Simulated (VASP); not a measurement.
# CaO (Lime) (Fm-3m) in VASP: a series of runs

One crystal, CaO (Lime), is run at these levels: PBE; tasks: relaxation of cell and atoms, relaxation of the atoms.

Program: VASP 6.6.1. These are calculated values, not measurements. Logs are shortened: lines on timing, memory, paths and dates and some standing lists are left out, and cuts for length are marked.

**1. Starting point**

It takes space group Fm-3m (No. 225, cubic). The conventional cell has a = 4.813 Å, b = 4.813 Å, c = 4.813 Å, α = 90.00°, β = 90.00°, γ = 90.00°. Ca (site symmetry m-3m) is surrounded by 6 O at 2.41 Å. O (site symmetry m-3m) has 6 Ca at 2.41 Å as nearest neighbours.

**2. Relaxation of cell and atoms, PBE**

Contents of INCAR:

```
SYSTEM = CaO
  PREC = Accurate
  ENCUT = 300
  EDIFF = 1E-6
  ISMEAR = 0
  SIGMA = 0.03
  LREAL = .FALSE.
  LASPH = .TRUE.
  NELM = 80
  ALGO = Normal
  ISIF = 3
  LWAVE = .FALSE.
  LCHARG = .FALSE.
  GGA = PE
  IBRION = 2
  NSW = 90
  EDIFFG = -0.01
```

Contents of KPOINTS:

```
regular mesh
0
G
  5 5 5
  0 0 0
```

Contents of POSCAR:

```
CaO
1.0
    0.0000000000      2.4065000000      2.4065000000
    2.4065000000      0.0000000000      2.4065000000
    2.4065000000      2.4065000000      0.0000000000
Ca O
1 1
Direct
    0.0000000000      0.0000000000      0.0000000000
    0.5000000000      0.5000000000      0.5000000000
```

Potentials or basis: VASP PAW PBE potentials, release 64 (Ca_sv, O_s).

On the command line:

```
$ cat potpaw_PBE.64/Ca_sv/POTCAR potpaw_PBE.64/O_s/POTCAR > POTCAR
$ mpirun -np 1 vasp_std > vasp.out
```

OUTCAR:

```text
SYSTEM = CaO
   PREC = Accurate
   ENCUT = 300
   EDIFF = 1E-6
   ISMEAR = 0
   LREAL = .FALSE.
   LASPH = .TRUE.
   NELM = 80
   ISIF = 3
   GGA = PE
   IBRION = 2
   NSW = 90
   EDIFFG = -0.01

 ion  position               nearest neighbor table
   1  0.000  0.000  0.000-   2 2.41   2 2.41   2 2.41   2 2.41   2 2.41   2 2.41
   2  0.500  0.500  0.500-   1 2.41   1 2.41   1 2.41   1 2.41   1 2.41   1 2.41

  LATTYP: Found a face centered cubic cell.
 ALAT       =     4.8130000000

  Lattice vectors:

 A1 = (   0.0000000000,   2.4065000000,   2.4065000000)
 A2 = (   2.4065000000,   0.0000000000,   2.4065000000)
 A3 = (   2.4065000000,   2.4065000000,   0.0000000000)

Analysis of symmetry for initial positions (statically):
=====================================================================
 Subroutine PRICEL returns:
 Original cell was already a primitive cell.

 Routine SETGRP: Setting up the symmetry group for a
 face centered cubic supercell.

 Subroutine GETGRP returns: Found 48 space group operations
 (whereof 48 operations were pure point group operations)
 out of a pool of 48 trial point group operations.

The static configuration has the point symmetry O_h .

Analysis of symmetry for dynamics (positions and initial velocities):
=====================================================================
 Subroutine PRICEL returns:
 Original cell was already a primitive cell.

 Routine SETGRP: Setting up the symmetry group for a
 face centered cubic supercell.

 Subroutine GETGRP returns: Found 48 space group operations
 (whereof 48 operations were pure point group operations)
 out of a pool of 48 trial point group operations.

The dynamic configuration has the point symmetry O_h .

 Subroutine INISYM returns: Found 48 space group operations
 (whereof 48 operations are pure point group operations),
 and found     1 'primitive' translations

----------------------------------------------------------------------------------------

                                     Primitive cell

  volume of cell :      27.8732

  direct lattice vectors                    reciprocal lattice vectors
     0.000000000  2.406500000  2.406500000    -0.207770621  0.207770621  0.207770621
     2.406500000  0.000000000  2.406500000     0.207770621 -0.207770621  0.207770621
     2.406500000  2.406500000  0.000000000     0.207770621  0.207770621 -0.207770621

  length of vectors
     3.403304938  3.403304938  3.403304938     0.359869272  0.359869272  0.359869272

  position of ions in fractional coordinates (direct lattice)
     0.000000000  0.000000000  0.000000000
     0.500000000  0.500000000  0.500000000

  ion indices of the primitive-cell ions
   primitive index   ion index
                 1           1
                 2           2

----------------------------------------------------------------------------------------

 KPOINTS: regular mesh

Automatic generation of k-mesh.
 Grid dimensions read from file:
 generate k-points for:    5    5    5

 Generating k-lattice:

  Cartesian coordinates                     Fractional coordinates (reciprocal lattice)
    -0.041554124  0.041554124  0.041554124     0.200000000  0.000000000  0.000000000
     0.041554124 -0.041554124  0.041554124     0.000000000  0.200000000  0.000000000
     0.041554124  0.041554124 -0.041554124     0.000000000  0.000000000  0.200000000

  Length of vectors
     0.071973854  0.071973854  0.071973854

  Shift w.r.t. Gamma in fractional coordinates (k-lattice)
     0.000000000  0.000000000  0.000000000

 Subroutine IBZKPT returns following result:
 ===========================================

 Found     10 irreducible k-points:

 Following reciprocal coordinates:
            Coordinates               Weight
  0.000000  0.000000  0.000000      1.000000
  0.200000  0.000000  0.000000      8.000000
  0.400000  0.000000  0.000000      8.000000
  0.200000  0.200000  0.000000      6.000000
  0.400000  0.200000  0.000000     24.000000
 -0.400000  0.200000  0.000000     24.000000
 -0.200000  0.200000  0.000000     12.000000
  0.400000  0.400000  0.000000      6.000000
 -0.400000  0.400000  0.000000     12.000000
 -0.400000  0.400000  0.200000     24.000000
   k-points           NKPTS =     10   k-points in BZ     NKDIM =     10   number of bands    NBANDS=     12
   number of dos      NEDOS =    301   number of ions     NIONS =      2
   total plane-waves  NPLWV =   8000
   dimension x,y,z NGX =    20 NGY =   20 NGZ =   20
   dimension x,y,z NGXF=    40 NGYF=   40 NGZF=   40
   ions per type =               1   1
   NGX,Y,Z   is equivalent  to a cutoff of   9.77,  9.77,  9.77 a.u.
   NGXF,Y,Z  is equivalent  to a cutoff of  19.54, 19.54, 19.54 a.u.
 SYSTEM =  CaO
   PREC   = accura    normal or accurate (medium, high low for compatibility)
   ISTART =      0    job   : 0-new  1-cont  2-samecut
   ICHARG =      2    charge: 1-file 2-atom 10-const
   ISPIN  =      1    spin polarized calculation?
   LNONCOLLINEAR =      F non collinear calculations
   LSORBIT =      F    spin-orbit coupling
   LASPH  =      T    aspherical Exc in radial PAW
   ENCUT  =  300.0 eV  22.05 Ry    4.70 a.u.   4.81  4.81  4.81*2*pi/ulx,y,z
   NELM   =     80;   NELMIN=  2; NELMDL= -5     # of ELM steps
   EDIFF  = 0.1E-05   stopping-criterion for ELM
   LREAL  =      F    real-space projection
   EDIFFG = -.1E-01   stopping-criterion for IOM
   NSW    =     90    number of steps for IOM
   IBRION =      2    ionic relax: 0-MD 1-quasi-New 2-CG
   NFREE  =      1    steps in history (QN), initial steepest desc. (CG)
   ISIF   =      3    stress and relaxation
   ISYM   =      2    0-nonsym 1-usesym 2-fastsym
   POTIM  = 0.5000    time-step for ionic-motion
   TEBEG  =    0.0;   TEEND  =   0.0 temperature during run
   PSTRESS=    0.0 pullay stress
   NELECT =      16.0000    total number of electrons
   NUPDOWN=      -1.0000    fix difference up-down
   EMIN   =  10.00;   EMAX   =-10.00  energy-range for DOS
   EFERMI =   0.00;   METHOD = LEGACY
   ISMEAR =     0;   SIGMA  =   0.03  broadening in eV -4-tet -1-fermi 0-gaus
   EFERMI_NEDOS =   21; number of points for ismear=-14 and -15
   IALGO  =     38    algorithm
   IMIX   =      4    mixing-type and parameters
     AMIX     =   0.40;   BMIX     =  1.00
     AMIX_MAG =   1.60;   BMIX_MAG =  1.00
  volume/ion in A,a.u.               =      13.94        94.05
  Fermi-wavevector in a.u.,A,eV,Ry     =   1.360564  2.571093 25.186211  1.851134
  Thomas-Fermi vector in A             =   2.487215
   LORBIT       =      0    0 simple, 1 ext, 2 COOP (PROOUT), +10 PAW based schemes
   GGA     = PE    functional components
   LHFCALC =     F    Hartree Fock is set to
   AEXX    =    0.0000 exact exchange contribution
   IVDW    =     0    specifies the selected vdW correction
   LEPSILON=     F    determine dielectric tensor
   LRPA    =     F    only Hartree local field effects (RPA)
 conjugate gradient relaxation of ions
 non-spin polarized calculation
 Gauss-broadening in eV      SIGMA  =   0.03
  energy-cutoff  :      300.00
  volume of cell :       27.87
 maximum number of plane-waves:       333
   NGX =  9   NGY =  9   NGZ =  9

--------------------------------------- Ionic step        1  -------------------------------------------

 number of electron      15.9999995 magnetization

 Free energy of the ion-electron system (eV)
  ---------------------------------------------------
  ext. energy  EPLUGINS =         0.00000000
  ---------------------------------------------------
  free energy    TOTEN  =       -12.80749842 eV

  energy without entropy =      -12.80749842  energy(sigma->0) =      -12.80749842

------------------------ aborting loop because EDIFF is reached ----------------------------------------

  FORCE on cell =-STRESS in cart. coord.  units (eV):
  Direction    XX          YY          ZZ          XY          YZ          ZX
  --------------------------------------------------------------------------------------
  -------------------------------------------------------------------------------------
  Total        0.0968355      0.0968355      0.0968355     -0.0000000     -0.0000000      0.0000000
  in kB        5.5661855      5.5661855      5.5661855     -0.0000000     -0.0000000      0.0000000
  external PRESSURE =       5.5661855 kB  Pullay stress =       0.0000000 kB

 VOLUME and BASIS-vectors are now :
 -----------------------------------------------------------------------------
  energy-cutoff  :      300.00
  volume of cell :       27.87
      direct lattice vectors                 reciprocal lattice vectors
     0.000000000  2.406500000  2.406500000    -0.207770621  0.207770621  0.207770621
     2.406500000  0.000000000  2.406500000     0.207770621 -0.207770621  0.207770621
     2.406500000  2.406500000  0.000000000     0.207770621  0.207770621 -0.207770621

 POSITION                                       TOTAL-FORCE (eV/Angst)
 -----------------------------------------------------------------------------------
      0.00000      0.00000      0.00000        -0.000000     -0.000000     -0.000000
      2.40650      2.40650      2.40650         0.000000      0.000000      0.000000
 -----------------------------------------------------------------------------------
    total drift:                                0.000000     -0.000000      0.000000

  FREE ENERGIE OF THE ION-ELECTRON SYSTEM (eV)
  ---------------------------------------------------
  free  energy   TOTEN  =       -12.8074984239 eV
[... 17 lines left out ...]
 VOLUME and BASIS-vectors are now :
 -----------------------------------------------------------------------------
  energy-cutoff  :      300.00
  volume of cell :       28.07
      direct lattice vectors                 reciprocal lattice vectors
    -0.000000000  2.412121106  2.412121106    -0.207286441  0.207286441  0.207286441
     2.412121106  0.000000000  2.412121106     0.207286441 -0.207286441  0.207286441
     2.412121106  2.412121106  0.000000000     0.207286441  0.207286441 -0.207286441

 POSITION                                       TOTAL-FORCE (eV/Angst)
 -----------------------------------------------------------------------------------
      4.82424      2.41212      2.41212         0.000000     -0.000000     -0.000000
      2.41212      2.41212      2.41212        -0.000000      0.000000      0.000000
 -----------------------------------------------------------------------------------
    total drift:                                0.000000      0.000000      0.000000

  FREE ENERGIE OF THE ION-ELECTRON SYSTEM (eV)
  ---------------------------------------------------
  free  energy   TOTEN  =       -12.8077448194 eV

  energy  without entropy=      -12.8077448194  energy(sigma->0) =      -12.80774482

--------------------------------------- Ionic step        3  -------------------------------------------

 number of electron      15.9999996 magnetization

 Free energy of the ion-electron system (eV)
  ---------------------------------------------------
  ext. energy  EPLUGINS =         0.00000000
  ---------------------------------------------------
  free energy    TOTEN  =       -12.80777899 eV

  energy without entropy =      -12.80777899  energy(sigma->0) =      -12.80777899

 E-fermi :   2.7486     XC(G=0): -10.4309

 val. band max:        2.4966740749   @ k =   0.0000   0.0000   0.0000
 cond. band min:       6.3224703977   @ k =   0.4000   0.4000   0.0000
 fundamental gap:      3.8257963228
 Fermi energy:         2.7486296648

 k-point     1 :       0.0000    0.0000    0.0000
  band No.  band energies     occupation
      1     -35.1761      2.00000
      2     -15.9484      2.00000
      3     -15.9484      2.00000
      4     -15.9484      2.00000
      5     -13.0057      2.00000
      6       2.4967      2.00000
      7       2.4967      2.00000
      8       2.4967      2.00000
      9       7.1495      0.00000
     10       8.7042      0.00000
     11       8.7042      0.00000
     12       8.7042      0.00000

 k-point     2 :       0.2000    0.0000    0.0000
  band No.  band energies     occupation
      1     -35.1423      2.00000
      2     -16.3881      2.00000
      3     -15.9663      2.00000
      4     -15.9663      2.00000
      5     -12.5362      2.00000
      6       1.3771      2.00000
      7       2.0330      2.00000
      8       2.0330      2.00000
      9       8.5567      0.00000
     10       8.7816      0.00000
     11       9.3389      0.00000
     12       9.3389      0.00000
[... 131 lines left out ...]
 VOLUME and BASIS-vectors are now :
 -----------------------------------------------------------------------------
  energy-cutoff  :      300.00
  volume of cell :       28.02
      direct lattice vectors                 reciprocal lattice vectors
    -0.000000000  2.410789688  2.410789688    -0.207400920  0.207400920  0.207400920
     2.410789688  0.000000000  2.410789688     0.207400920 -0.207400920  0.207400920
     2.410789688  2.410789688  0.000000000     0.207400920  0.207400920 -0.207400920

 POSITION                                       TOTAL-FORCE (eV/Angst)
 -----------------------------------------------------------------------------------
     -0.00000      0.00000      0.00000        -0.000000     -0.000000     -0.000000
      2.41079      2.41079      2.41079         0.000000      0.000000      0.000000
 -----------------------------------------------------------------------------------
    total drift:                                0.000000     -0.000000      0.000000

  FREE ENERGIE OF THE ION-ELECTRON SYSTEM (eV)
  ---------------------------------------------------
  free  energy   TOTEN  =       -12.8077789860 eV

  energy  without entropy=      -12.8077789860  energy(sigma->0) =      -12.80777899

 reached required accuracy - stopping structural energy minimisation
```

It used 5.3 s of CPU time on 1 thread of Intel(R) Xeon(R) Platinum 8488C (Sapphire Rapids) (shared host), which was overloaded at the time.

These settings aren't checked as converged: the numbers below hold their error.

Results:

```yaml
Free_energy: -12.8078 eV
Relaxed_volume: 14.01 Å³/atom
Relaxed_cell: a = 3.409 Å, b = 3.409 Å, c = 3.409 Å, α = 60.00°, β = 60.00°, γ = 60.00°
Space_group_after_relaxing_to_0.05_Å: Fm-3m (No. 225)
Energy_gained_by_relaxing: 0.1 meV/atom
Ionic_steps: 3
Band_gap_on_the_k_mesh: 3.83 eV, indirect (least direct gap 4.20 eV)
```

Caveat: the k mesh is coarse (spacing up to 0.45 Å⁻¹), so the values aren't converged; the cutoff is under 1.25 times the usual one of these potentials, so pressure, stress and relaxed cells hold a basis-set (Pulay) error; an odd mesh through Γ misses points on the zone boundary, where band edges often lie.

(Part 1 of 2 ends here.)
